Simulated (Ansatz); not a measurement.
**How far is PAW off for Re?**

```
Re
1.0
     1.38392    0.79901    6.69861
    -1.38392    0.79901    6.69861
     0.00000   -1.59802    6.69861
Re
3
Cartesian
  0.0000 0.0000 0.0000
  0.0000 0.0000 4.4648
  0.0000 0.0000 15.6311
```

Atoms are numbered in the order listed.

Structure from Materials Project entry mp-975065 (possibly hypothetical), not relaxed further.

Spin polarisation is left out, and whether a magnetic state lies lower isn't shown here.

Spin–orbit coupling is left out, though it moves levels of the heavy atoms by tenths of an eV or more.

Methods: DFT, PBE, PAW with Ansatz's default frozen-core files, scalar-relativistic (Ansatz 0.2.0); DFT, PBE, all-electron PAW with datasets made for the crystal, scalar-relativistic (Ansatz 0.2.0); DFT, PBE, all-electron LAPW, scalar-relativistic (Ansatz 0.2.0).

For PAW: a Γ-centred 15×15×15 k mesh, Fermi–Dirac smearing of 0.05 eV, cutoff 420 eV, no spin polarisation. The crystal-made all-electron datasets (AE datasets) take a cutoff of 280 eV at this cell. LAPW targets a basis error of 0.5 meV/atom. The Ansatz runs share mesh, smearing and spin set-up. Plane-wave (PAW) pressures include the program's estimate of the Pulay term.

Stress and pressure are positive in compression.

Spin–orbit coupling is left out, which moves gradients at and beside heavy atoms by some per cent and at worst by a factor of two.

In a metal, gradients converge slowly with the k mesh: the values move by tens of per cent from one mesh to another, at times in sign, so only the comparison on one mesh counts.

Levels count from the Fermi level.

```tsv
quantity	PAW	AE datasets	LAPW
pressure (GPa)	?	3.67	3.66
stress xx (GPa)	3.81	3.91	3.91
stress zz (GPa)	?	3.18	3.18
force on Re2, z (eV/Å)	-0.019	-0.018	-0.018
highest filled level at H2 (eV)	-0.157	-0.157	-0.157
lowest empty level at H2 (eV)	0.244	0.245	0.245
highest filled level at T (eV)	-1.227	-1.227	-1.227
lowest empty level at T (eV)	0.510	0.508	0.508
highest filled level at F (eV)	-0.646	-0.646	-0.646
lowest empty level at F (eV)	1.477	1.475	1.475
field gradient Vzz at Re1 (10²¹ V/m²)	-8.27	-8.16	–
field gradient Vzz at Re2 (10²¹ V/m²)	?	-2.10	–
```

Q: What belongs in the row "field gradient Vzz at Re2 (10²¹ V/m²)", column "PAW"?

A: -2.17.

Q: Give the missing entry: row "stress zz (GPa)", column "PAW".

A: 3.07.

Q: What belongs in the row "pressure (GPa)", column "PAW"?

A: 3.57.
